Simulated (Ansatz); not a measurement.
Method: Ansatz, DFT PBE, scalar-relativistic, plane waves, PAW. Settings: cutoff 420 eV, Γ-centred meshes spaced at most about 0.3 Å⁻¹, and about 0.25 Å⁻¹ or finer for metals (2π included), Gaussian smearing. No spin polarisation.

Each guess is relaxed in cell and atoms at zero pressure, on a coarse mesh first where it starts far from rest and then on a converged one. The steps can't lower the symmetry of the start, but it can rise. Energies are static (0 K, no zero-point motion).

Two unrelaxed guesses for Nb3C:

Guess 1.

```xyz
8
Lattice="6.3009 0.0000 0.0000 -3.1504 5.4567 0.0000 0.0000 0.0000 4.7586" Properties=species:S:1:pos:R:3 pbc="T T T"
Nb    1.6875    0.9743    3.5689
Nb    3.1504    3.5081    3.5689
Nb   -1.4629    4.4824    1.1896
Nb    1.4629    4.4824    1.1896
Nb    0.0000    1.9486    1.1896
Nb    4.6133    0.9743    3.5689
C     3.1505    1.8189    1.1896
C     0.0000    3.6378    3.5689
```

Guess 2.

```xyz
4
Lattice="0.0000 3.2308 3.2308 3.2308 0.0000 3.2308 3.2308 3.2308 0.0000" Properties=species:S:1:pos:R:3 pbc="T T T"
Nb    4.8462    4.8462    4.8462
Nb    1.6154    1.6154    1.6154
Nb    3.2308    3.2308    3.2308
C     0.0000    0.0000    0.0000
```

Question: Which guess leads to the lower structure, and by how much?

Answer: Guess 1 ends lower, by 207 meV/atom. Guess 1: P6_3/mmc at 20.5 Å³/atom → P6_3/mmc (Ni3Sn (D0_19) type) at 14.7 Å³/atom; Guess 2: Fm-3m at 16.9 Å³/atom → Fm-3m (BiF3 (D0_3) type) at 14.9 Å³/atom. Counting Nb atoms around C (those within 1.25 times the shortest such distance or 1.15 times the sum of covalent radii; a plus sign parts nearer from farther groups), the end of guess 1 has C 12 and the end of guess 2 has C 8+6. End of guess 1. Conventional cell: a = 5.356 Å, c = 4.741 Å. Nb has 8 Nb at 2.65–2.84 Å and 4 C at 2.68–2.82 Å; around C lie 12 Nb at 2.68–2.82 Å. End of guess 2. Conventional cell: a = 6.194 Å. Nb on a site of symmetry m-3m is surrounded by 8 Nb at 2.68 Å and 6 C at 3.10 Å; Nb on a site of symmetry -43m has 4 C at 2.68 Å, 4 Nb at 2.68 Å and 6 Nb at 3.10 Å; C has 8 Nb at 2.68 Å and 6 Nb at 3.10 Å.

Ends held by symmetry can be saddle points. Neither end is the lowest form computed: that has space group P6_3/m (No. 176) and lies 0.74 eV/atom below the better end. Even the lowest of the cells shown lies +0.77 eV/atom against the elements. Some types were kept out of the candidates beforehand, so the set may lack a known form.
